Ansatz 0.2.0, DFT with the r2SCAN functional for cubic CdTe (space group F-43m) under hydrostatic strain, with PAW potentials, a plane-wave cutoff of 500 eV, a 6×6×6 k mesh and no spin-orbit coupling. The electronic dielectric constant is the linear response to a homogeneous electric field with the nuclei held fixed.

| volume (Å³/atom) | shortest distance (Å) | electronic dielectric xx |
| --- | --- | --- |
| 31.219 | 2.727 | 7.359 |
| 32.205 | 2.755 | 7.379 |
| 33.211 | 2.784 | 7.413 |
| 34.238 | 2.812 | 7.463 |
| 35.284 | 2.840 | 7.528 |
| 35.286 | 2.841 | 7.528 |
| 36.355 | 2.869 | 7.611 |
| 37.446 | 2.897 | 7.714 |
| 38.558 | 2.926 | 7.838 |
| 39.692 | 2.954 | 7.987 |

Stretching a CdTe crystal evenly in all directions spreads its electrons over more space, and yet the crystal screens an electric field better. The volume per atom, $V$, grows by 27% from the first row to the last, while the electronic dielectric constant $\varepsilon$ rises from 7.36 to 7.99. The table lists only the xx component, because all three directions give the same value in a cubic crystal. It measures how far the electrons alone shift in a field while the nuclei stay put, and $\sqrt{\varepsilon}$ is the refractive index for light with a frequency well above the lattice vibrations and a photon energy well below the band gap.

Consider first the limit in which every unit cell responds as before and is merely given more room. The polarisation per volume, which is proportional to $\varepsilon-1$, would then fall as $1/V$. Starting from the unstrained cell near 35.28 Å³ per atom, this gives 6.80 for the widest cell, where the calculation gives 7.99. Dilution does take place, but something outweighs it: the response per cell, $(\varepsilon-1)V$, grows by 40% over the table.

An electron in an insulator behaves roughly like a charge on a spring. A field moves it by an amount proportional to $1/\omega^2$, where $\omega$ is the frequency of the spring, and $E=\hbar\omega$ is the energy needed to excite the electron. For a fixed number of electrons per cell this gives

$$\varepsilon-1=\frac{C}{V E^2},$$

with a constant $C$ and with $E$ a mean excitation energy over all bands and all wave vectors. Expansion can therefore act in two opposite ways: a larger $V$ lowers $\varepsilon$, while a smaller $E$ raises it.

It is tempting to take the band gap for $E$. In the same calculations the gap, which lies at the zone centre Γ, closes from 1.56 to 0.79 eV on expansion. The lowest empty state there is an antibonding combination of s orbitals, and it comes down relative to the filled states as the atoms move apart. The direction is right, but the size is not: with $E$ equal to the gap, the widest cell would have $\varepsilon=13.4$.

The mistake is to let one point of the Brillouin zone speak for the whole. The gap is the smallest excitation energy, whereas $\varepsilon$ collects transitions from the entire zone, most of which cost several electronvolts. Put into the formula, the computed dielectric constants require $E$ to fall by only 15% over the table, while the gap falls by 49%.

A fall of this modest size is what longer bonds suggest. The kinetic energy of an electron confined to a length $d$ goes as $1/d^2$, and the splitting between bonding and antibonding states follows roughly the same rule. With $E\propto d^{-2}$ and $V\propto d^3$, the formula becomes

$$\varepsilon-1\propto\frac{1}{d^3\,(d^{-2})^2}=d.$$

The widest cell serves as an example. Its shortest distance is 2.954 Å against 2.840 Å in the unstrained cell, a ratio of 1.040. The unstrained value $\varepsilon-1=6.528$ thus becomes $6.528\times1.040=6.79$, or $\varepsilon=7.79$. Only the unstrained row was used as the starting point, and the estimate falls 0.20 short of the computed constant.

Of the three explanations, the softening of the average excitation is the only one that gives both the direction and the rough size of the change. The mean excitation energy was inferred from $\varepsilon$, however, and not computed from the bands, so the agreement supports this explanation without proving it. Nor does it establish the inverse-square law for CdTe. Part of the energy separating filled from empty states comes from the different orbital energies of Cd and Te, and this part has no reason to follow $1/d^2$. The law is best read as an estimate of how strongly a typical excitation reacts to bond length.

The estimate also fails in a telling way. It makes $\varepsilon$ rise by equal amounts on the two sides of the unstrained cell, 0.26 each. The calculation gives 0.17 on the compressed side and 0.46 on the expanded side, so the curve bends upwards.

The gap, a poor stand-in for $E$, turns out to be a good guide to this bend. A power law in the gap, fitted to the response per cell in all ten rows, reproduces $\varepsilon$ to within about 0.01, whereas a power law in the volume misses by up to 0.10; the printed output below gives both fits. The fitted power of the gap is close to $-1/2$, where taking the gap for $E$ would demand $-2$. Gap and volume both vary smoothly with a single strain, so the better fit shows that the gap has the right curvature, not that it is the cause.

The fitted power turns the bend into a simple balance: $\varepsilon$ rises when half the percentage fall of the gap exceeds the percentage growth of the volume. In the first step the gap closes by 6.6% and the volume grows by 3.2%, so the two effects nearly cancel. In the last step the gap closes by 10% and the volume grows by only 2.9%, and the softening clearly wins. The first step in $\varepsilon$ is only 0.020, while each value has a stated numerical error of 0.022. The steps grow so evenly from row to row that random scatter must be much smaller than this, but an error that drifts with strain could still change the slope at that end.

One possible reason for the bend is that transitions near Γ gain weight as the gap closes, because the response to a field grows fastest where the excitation energy is smallest. This is a conjecture, since it would take a separation of the response by transition to test it. It also touches the weak side of the calculation. The r2SCAN gap of the unstrained cell, 1.16 eV, is smaller than the measured one of roughly 1.5 eV, and spin-orbit coupling, which is left out, would narrow it further. A given shift in electronvolts is then too large a fraction of the gap, so the bend may well be exaggerated. The expanded cells, with their small gaps, are also the most sensitive to how finely the zone is sampled near Γ. All rows use the same mesh of wave vectors, so a denser one would be needed to tell how much of the bend depends on the sampling.

Close to the unstrained cell the practical result is simple. In this r2SCAN calculation, lengthening every edge by 1% raises $\varepsilon$ by about 1%, and hence the refractive index by about half as much. For a related crystal, the formula shows what to compare: for small strains, $\varepsilon$ rises on expansion if twice the percentage fall of the mean excitation energy exceeds the percentage growth of the volume. The band gap alone would greatly overstate that fall here, and the power of one half found for CdTe should not be carried over unchecked.

Printed output of the fit:

```
Dielectric constant, computed and from three explanations:
     row  computed  dilution  gamma_gap  bond_length  gap_eV  relative_mean_energy
  31.219     7.359     8.378      5.083        7.267   1.561                 1.077
  32.205     7.379     8.152      5.533        7.332   1.459                 1.059
  33.211     7.413     7.935      6.074        7.398   1.358                  1.04
  34.238     7.463     7.727      6.729        7.463   1.258                  1.02
  35.284     7.528     7.528      7.528        7.528   1.161                     1
  35.286     7.528     7.528      7.529        7.528   1.161                     1
  36.355     7.611     7.336       8.52        7.593   1.066                 0.979
  37.446     7.714     7.151      9.764        7.659  0.9728                0.9572
  38.558     7.838     6.974      11.35        7.724  0.8822                0.9347
  39.692     7.987     6.803      13.41        7.789   0.794                0.9113
Rise of volume, first to last row (%): 27.14
Rise of (dielectric constant - 1), first to last row (%): 9.876
Rise of response per cell, first to last row (%): 39.7
Fall of gap at Gamma, first to last row (%): 49.13
Fall of mean excitation energy required by the table (%): 15.39
Fall of mean excitation energy if it goes as 1/d squared (%): 14.79
Rise of dielectric constant from -4% strain to unstrained: 0.169
Rise of dielectric constant from unstrained to +4% strain: 0.459
First step of dielectric constant (stated error 0.022): 0.02
Miss of dilution at +4% strain (prediction less computed): -1.184
Miss of Gamma gap explanation at +4% strain: 5.424
Miss of bond length explanation at +4% strain: -0.1977
Miss of bond length explanation at -4% strain: -0.09199
fit of log(resp) on 10 rows: constant 5.513 +/- 0.00038, coefficient of log(gap) -0.4953 +/- 0.0015; rms 0.000905, worst 39.692 0.00175, leave-one-out rms 0.00131
fit of log(resp) on 10 rows: constant 0.5045 +/- 0.14, coefficient of log(vol) 1.387 +/- 0.039; rms 0.00803, worst 39.692 -0.0142, leave-one-out rms 0.0114
Largest miss in dielectric constant, power of gap: 0.01225
Largest miss in dielectric constant, power of volume: 0.09882
```
